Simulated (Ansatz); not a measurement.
# Perovskite BaHfO3, cell of 5 atoms

Wanted: energy, pressure and frontier levels of the defect-free cell (PBEsol, HSE06 and r²SCAN).

Program: Ansatz 0.2.0, PAW, plane waves. These are calculated values, not measurements.

## Step 1: The system as built

5 atoms (1 Ba, 1 Hf, 3 O); a = 4.158 Å, b = 4.158 Å, c = 4.158 Å, α = 90.00°, β = 90.00°, γ = 90.00°.

The runs, in order: (2) PBEsol single point at a 6×6×6 mesh, on 7 threads of Arm Neoverse-V2; (3) HSE06 single point at a 6×6×6 mesh, on 7 threads of Arm Neoverse-V2; (4) r²SCAN single point at a 6×6×6 mesh, on 7 threads of Arm Neoverse-V2.

## Step 2: Single point with PBEsol

The input, in.yaml:

```yaml
crystal:
  lattice:
    - [4.157594, 0.000000, 0.000000]
    - [0.000000, 4.157594, 0.000000]
    - [0.000000, 0.000000, 4.157594]
  atoms:
    - { symbol: Ba, position: [0.000000, 0.000000, 0.000000] }
    - { symbol: Hf, position: [0.500000, 0.500000, 0.500000] }
    - { symbol: O, position: [0.500000, 0.500000, 0.000000] }
    - { symbol: O, position: [0.000000, 0.500000, 0.500000] }
    - { symbol: O, position: [0.500000, 0.000000, 0.500000] }
kpoints:
  mp_grid: { grid: [6, 6, 6] }
  band_path: { path: [VBM, CBM], npoints: 2 }
hamiltonian:
  xc: pbesol
scf:
  occupations: { method: fermi_dirac, width: 0.01 }
output:
  forces: true
  eigenvalues: true
  stress: true
  populations: true
```

## Step 3: HSE06 single point

Changes to in.yaml since step 2:

```diff
@@ -15,3 +15,3 @@
 hamiltonian:
-  xc: pbesol
+  xc: hse06
 scf:
@@ -21,3 +21,2 @@
   eigenvalues: true
-  stress: true
   populations: true
```

## Step 4: Single point with r²SCAN

Changes to in.yaml since step 3:

```diff
@@ -15,3 +15,3 @@
 hamiltonian:
-  xc: hse06
+  xc: r2scan
 scf:
```

Q: Predict the outcome of this session. Wanted: for each run, top filled to lowest empty; gap over the zone; energy; pressure.

The runs gave:

```
 level                    time  top filled to lowest empty (eV)  gap over the zone (eV)  energy (eV/atom)  pressure (GPa)
PBEsol   1.6 s (7 CPU threads)                             3.58                    3.58        -4630.5235           -0.01
 HSE06  11 min (7 CPU threads)                             5.21                    5.21        -4677.4464               -
r²SCAN   2.5 s (7 CPU threads)                             4.23                    4.23        -4682.7464               -
```

At the same k points, PBEsol gives a spacing 1.63 eV smaller and r²SCAN gives a spacing 0.99 eV smaller than the 5.21 eV of HSE06.
